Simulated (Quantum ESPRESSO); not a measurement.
Crystal: TaS2.

```xyz
3
Lattice="3.3500 0.0000 0.0000 -1.6750 2.9012 0.0000 0.0000 0.0000 5.8600" Properties=species:S:1:pos:R:3 pbc="T T T"
Ta    0.0000    0.0000    0.0000
S     1.6750    0.9671    4.3950
S     0.0000    1.9341    1.4650
```

Base run:

```yaml
Program: Quantum ESPRESSO 7.5
Functional: RPBE
Potentials_or_basis: PseudoDojo 0.4.1 SR PBE standard
Cutoff: 789 eV
Density_cutoff: 3157 eV
k_mesh: 9 × 9 × 5
Occupations: fermi-dirac, width 0.05 eV
Spin: no spin polarisation
```

Its results: band gap on the k mesh none (metal or under the smearing width); pressure 11.5 GPa; largest force 1.258 eV/Å.

Problem. The run is repeated on the same cell with these changes: functional from RPBE to revPBE. What comes out?

Solution. Band gap on the k mesh none (metal or under the smearing width); pressure 10.8 GPa; largest force 1.244 eV/Å.

Caveats: the potentials were made for another functional, which shifts forces and pressure; spin-orbit coupling is left out, which moves the levels of the heavy elements; this functional lacks dispersion, which binds the layers, so the pressure and a relaxed spacing across them are unreliable.
